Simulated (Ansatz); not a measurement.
## CuCl2 in Ansatz: the effect of functional

Crystal: CuCl2.

```
Cu Cl
1.0
     4.49031    0.00000    0.00000
     0.00000    4.49031    0.00000
     0.00000    0.00000    4.28873
Cu Cl
1 2
Direct
  0.00000 0.00000 0.00000
  0.00000 0.50000 0.00000
  0.50000 0.00000 0.00000
```

Measurements of this composition are mostly on another form, of space group No. 12.

The cell isn't the ideal one: volume scaled by 0.98.

Alike in all runs:

- Program: Ansatz 0.2.0
- Task: single point
- Potentials or basis: Ansatz PAW
- k mesh: 6 × 6 × 6
- Occupations: fermi-dirac, width 0.05 eV
- Spin: no spin polarisation

```tsv
functional	cutoff	pressure (GPa)
LDA	420 eV (not typed: the program's choice for these potentials)	?
PBEsol	420 eV (not typed: the program's choice for these potentials)	-1.0
r2SCAN	500 eV (not typed: the program's choice for these potentials)	-0.1
```

Question: What does the run with functional LDA give?

Answer: Pressure -2.7 GPa.

Caveats: an odd number of electrons without spin polarisation forces a metal; a magnetic or distorted state may lie lower; the run has no spin polarisation, though such a crystal can be magnetic; the PAW data sets come from PBE, with cores solved anew for the run's functional, which leaves a small shift of forces and pressure; this functional lacks dispersion, which binds the layers, so the pressure and a relaxed spacing across them are unreliable (some runs).

Runs at the PBE level aren't shown here.
